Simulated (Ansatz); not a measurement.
# Si: the cost of one run

Program: Ansatz 0.2.0. Level of theory: DFT PBE, scalar-relativistic, plane waves, PAW. These are calculated values, not measurements.

## 1. The starting structure

It takes space group Pccn (No. 56, orthorhombic). Conventional cell: a = 3.161 Å, b = 8.517 Å, c = 5.767 Å, α = 90.00°, β = 90.00°, γ = 90.00°. Si (site symmetry 1) is surrounded by 4 Si at 2.08 to 2.35 Å. Si (site symmetry -1) has 6 Si at 2.08 to 2.30 Å as nearest neighbours.

Coordinates:

```
Si
1.0
     3.16146    0.00000    0.00000
     0.00000    8.51699    0.00000
     0.00000    0.00000    5.76735
Si
12
Cartesian
  1.4259 5.3999 0.9953
  0.1549 7.3756 0.9953
  1.7356 1.1414 1.8884
  3.0066 3.1171 1.8884
  1.7356 3.1171 4.7720
  3.0066 1.1414 4.7720
  1.4259 7.3756 3.8790
  0.1549 5.3999 3.8790
  0.0000 0.0000 2.8837
  1.5807 4.2585 2.8837
  0.0000 4.2585 0.0000
  1.5807 0.0000 0.0000
```

The cell is invented: 4-, 6-connected net of one element (Pccn, No. 56). Lengths come from tabulated atomic sizes and are only a guess.

## 2. A first look at the guess

input.yaml

```yaml
crystal:
  lattice:
    - [3.16145833, 0.0, 0.0]
    - [0.0, 8.51698845, 0.0]
    - [0.0, 0.0, 5.76735139]
  atoms:
    - { symbol: Si, position: [0.45101141, 0.63401545, 0.17257844] }
    - { symbol: Si, position: [0.04898859, 0.86598455, 0.17257844] }
    - { symbol: Si, position: [0.54898859, 0.13401545, 0.32742156] }
    - { symbol: Si, position: [0.95101141, 0.36598455, 0.32742156] }
    - { symbol: Si, position: [0.54898859, 0.36598455, 0.82742156] }
    - { symbol: Si, position: [0.95101141, 0.13401545, 0.82742156] }
    - { symbol: Si, position: [0.45101141, 0.86598455, 0.67257844] }
    - { symbol: Si, position: [0.04898859, 0.63401545, 0.67257844] }
    - { symbol: Si, position: [0.0, 0.0, 0.5] }
    - { symbol: Si, position: [0.5, 0.5, 0.5] }
    - { symbol: Si, position: [0.0, 0.5, 0.0] }
    - { symbol: Si, position: [0.5, 0.0, 0.0] }
basis:
  ecutwfc: 420
kpoints:
  mp_grid: { grid: [6, 2, 4] }
hamiltonian:
  xc: pbe
scf:
  occupations: { method: gaussian, width: 0.1 }
  lower_state_search: "off"
output:
  forces: true
  stress: true
  eigenvalues: true
```

On the command line:

```console
ansatz run input.yaml --threads 1 --pin off --max-ram 2560MiB --backend cpu --events-out ev --progress --plain --runs-dir out
```

Q: Estimate wall time and peak memory on 1 thread of AMD EPYC 9R14 (Zen 4), shared host.

About 3.8 s, with a peak of 0.55 GiB.
